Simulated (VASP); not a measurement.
## SrCl2 under changes of volume

One of the cells (28.726 Å³/atom); the others are scaled copies at fixed shape and fractional positions:

```
CELL_PARAMETERS angstrom
0.00000 3.50581 3.50581
3.50581 0.00000 3.50581
3.50581 3.50581 0.00000
ATOMIC_POSITIONS crystal
Sr 0.00000 0.00000 0.00000
Cl 0.75000 0.75000 0.75000
Cl 0.25000 0.25000 0.25000
```

| Quantity | Value |
| --- | --- |
| Program | VASP 6.6.1 |
| Functional | HSE06 |
| Potentials or basis | VASP PAW PBE potentials, release 64 (Sr_sv, Cl) |
| Cutoff | 520 eV |
| k mesh | 4 × 4 × 4 |
| Occupations | gaussian, width 0.02 eV |
| Spin | no spin polarisation |

| volume (Å³/atom) | energy over the lowest point (meV/atom) | pressure (GPa) | gap on the mesh (eV) |
| --- | --- | --- | --- |
| 27.577 | 5.94 | 1.6 | 6.74 |
| 28.151 | ? | ? | ? |
| 28.726 | 0.00 | 0.0 | 6.58 |
| 29.300 | 1.03 | -0.7 | 6.50 |
| 29.875 | 4.33 | -1.3 | 6.42 |

Task: What does the run at 28.151 Å³/atom give?

Result: Energy over the lowest point 1.53 meV/atom; pressure 0.8 GPa; gap on the mesh 6.66 eV.

Worked out: A Birch-Murnaghan fit of order 2 (a polynomial in V^(-2/3)) to the other rows has its minimum at 28.78 Å³/atom with B0 = V·E''(V) = 35 GPa. It gives 1.56 meV/atom at 28.151 Å³/atom, against the run's 1.53, and -dE/dV = 0.8 GPa, against 0.8. A straight line through the other rows of the gap, of slope -3.99 eV per unit of ln V, gives 6.66 eV, against the run's 6.66.

Energies are extrapolated to zero smearing.

Caveats: the PAW data sets were made with another functional, which shifts forces and pressure a little.

A mesh can miss the band edges. Spin-orbit coupling on Sr is left out.
